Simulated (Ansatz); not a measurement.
All numbers below come from DFT PBE, scalar-relativistic, plane waves, PAW (Ansatz).

Cutoff 420 eV; k points 6×6×4 on the computed 4-atom cell (Γ-centred); Gaussian smearing, width 0.02 eV; no spin polarisation.

```xyz
4
Lattice="4.2784 0.0000 0.0000 -2.1392 3.7052 0.0000 0.0000 0.0000 7.6132" Properties=species:S:1:pos:R:3 pbc="T T T"
N     0.0000    2.4701    2.6672
N     0.0000    2.4701    1.1394
N     2.1392    1.2351    6.4738
N     2.1392    1.2351    4.9460
```

**Question.** Is this geometry at equilibrium? Which atom feels the largest force?

**Answer.** It isn't. Atom 1 (N) feels (0.00, 0.00, -14.73) eV/Å, 14.728 eV/Å in size, and symmetry-related atoms feel the same size.

**Question.** Give all forces and the stress.

**Answer.**
```tsv
atom	Fx	Fy	Fz
N1	0.000	0.000	-14.728
N2	0.000	0.000	14.728
N3	0.000	0.000	-14.728
N4	0.000	0.000	14.728
```
Stress (GPa, compression positive):
```
  0.09   0.00   0.00
  0.00   0.09   0.00
  0.00   0.00 -59.69
```

The cell holds molecules, and where no dispersion correction was added their binding is poorly described.